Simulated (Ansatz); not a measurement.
Take a 16-atom supercell of LiI in the rock salt structure (space group Fm-3m, No. 225; a = 6.0190 Å) at its relaxed geometry as the base.

(Cell as relaxed with PBE.)

Levels (all Ansatz, a first-principles code, PAW): PBE (420 eV, no spin-orbit coupling); PBEsol (420 eV, no SOC).

Each level relaxes its own structure.

Perturbation: a neutral Li vacancy, atoms relaxed at fixed cell, starting from a slightly rattled geometry.

```csv
quantity,PBE,PBEsol
pressure,-0.3 GPa,[?]
largest displacement of a host atom from its site in the perfect cell,0.03 Å,[?]
```

Task: Predict the PBEsol column.

Result: 
- pressure, PBEsol: -0.6 GPa
- largest displacement of a host atom from its site in the perfect cell, PBEsol: 0.01 Å

PBE's pressure lies 0.22 GPa above PBEsol's. Neither level is exact; PBEsol is the comparison here, not a measurement.

The magnetic state is the one reached from the starting moments; the real material's order can differ, and small cells can't hold many antiferromagnetic ones. In so small a cell the defect repeats every few ångströms: this is an ordered compound, not a dilute defect. The mesh was chosen for an insulator and is coarse for the gapless case. Seeded moments were not kept for Li vacancy.
